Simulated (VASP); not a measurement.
Wanted: the native input for a VASP 6.6.1 run.

```
Task                   : band structure
Functional             : PBEsol
Potentials or basis    : VASP PAW PBE potentials, release 64 (B, N)
Cutoff                 : 520 eV
k mesh                 : 12 × 12 × 6
Occupations            : gaussian, width 0.02 eV
Spin                   : no spin polarisation
Further INCAR settings : ALGO = Normal; EDIFF = 1e-07
```

BN:

```
B N
1.0
     2.54169    0.00000    0.00000
    -1.27085    2.20117    0.00000
     0.00000    0.00000    4.20415
B N
2 2
Cartesian
  1.2709 0.7337 4.2030
  0.0000 1.4675 2.1009
  1.2709 0.7337 2.6288
  0.0000 1.4675 0.5267
```

Measurements of this composition are mostly on another form, of space group No. 194.

The input as run:

POSCAR

```
BN
1.0
    2.5416900000      0.0000000000      0.0000000000
   -1.2708500000      2.2011700000      0.0000000000
    0.0000000000      0.0000000000      4.2041500000
B N
2 2
Direct
    0.6666700000      0.3333300000      0.9997200000
    0.3333300000      0.6666700000      0.4997200000
    0.6666700000      0.3333300000      0.6252800000
    0.3333300000      0.6666700000      0.1252800000
```

INCAR.step1

```
SYSTEM = BN
PREC     = Accurate       ! precision mode
ENCUT    = 520            ! plane-wave cutoff, eV
EDIFF    = 1E-7           ! SCF threshold, eV
ISMEAR   = 0              ! smearing method
SIGMA    = 0.02           ! smearing width, eV
LREAL    = .FALSE.        ! projectors in reciprocal space
LASPH    = .TRUE.         ! aspherical terms in the spheres
NELM     = 80             ! most SCF steps
ALGO     = Normal         ! electronic algorithm
ISIF     = 2              ! what is computed and relaxed
LWAVE    = .FALSE.        ! write WAVECAR
LCHARG   = .TRUE.         ! write CHGCAR
GGA      = PS             ! functional
```

KPOINTS.step1

```
Automatic mesh
0
G
  12 12 6
  0 0 0
```

INCAR.step2

```
SYSTEM = BN
PREC     = Accurate       ! precision mode
ENCUT    = 520            ! plane-wave cutoff, eV
EDIFF    = 1E-7           ! SCF threshold, eV
ISMEAR   = 0              ! smearing method
SIGMA    = 0.05           ! smearing width, eV
LREAL    = .FALSE.        ! projectors in reciprocal space
LASPH    = .TRUE.         ! aspherical terms in the spheres
NELM     = 80             ! most SCF steps
ALGO     = Normal         ! electronic algorithm
ISIF     = 2              ! what is computed and relaxed
LWAVE    = .FALSE.        ! write WAVECAR
LCHARG   = .FALSE.        ! write CHGCAR
GGA      = PS             ! functional
ICHARG   = 11             ! starting density
```

KPOINTS.step2

```
path GMKGALHA,LM,KH
20
line-mode
reciprocal
 0.0000000000  0.0000000000  0.0000000000  G
 0.5000000000  0.0000000000  0.0000000000  M

 0.5000000000  0.0000000000  0.0000000000  M
 0.3333333333  0.3333333333  0.0000000000  K

 0.3333333333  0.3333333333  0.0000000000  K
 0.0000000000  0.0000000000  0.0000000000  G

 0.0000000000  0.0000000000  0.0000000000  G
 0.0000000000  0.0000000000  0.5000000000  A

 0.0000000000  0.0000000000  0.5000000000  A
 0.5000000000  0.0000000000  0.5000000000  L

 0.5000000000  0.0000000000  0.5000000000  L
 0.3333333333  0.3333333333  0.5000000000  H

 0.3333333333  0.3333333333  0.5000000000  H
 0.0000000000  0.0000000000  0.5000000000  A

 0.5000000000  0.0000000000  0.5000000000  L
 0.5000000000  0.0000000000  0.0000000000  M

 0.3333333333  0.3333333333  0.0000000000  K
 0.3333333333  0.3333333333  0.5000000000  H
```

Potentials or basis: VASP PAW PBE potentials, release 64 (B, N).

Command:

```sh
$ cat potpaw_PBE.64/B/POTCAR potpaw_PBE.64/N/POTCAR > POTCAR
$ cp INCAR.step1 INCAR
$ cp KPOINTS.step1 KPOINTS
$ mpirun -np 1 vasp_std > vasp.out
$ cp INCAR.step2 INCAR
$ cp KPOINTS.step2 KPOINTS
$ mpirun -np 1 vasp_std > vasp.out
```

Results of the run:

The band gap on the k mesh is 4.95 eV, indirect (least direct gap 8.22 eV) and the band gap along the path is 4.95 eV, indirect (least direct gap 8.20 eV).

Caveat: the log is that of the step along the path at fixed density, whose energy, stress, charges and moments have no meaning.

Run time: 30 s on 1 thread of Intel(R) Xeon(R) 6975P-C (Granite Rapids) (shared host), peak memory 0.16 GiB.
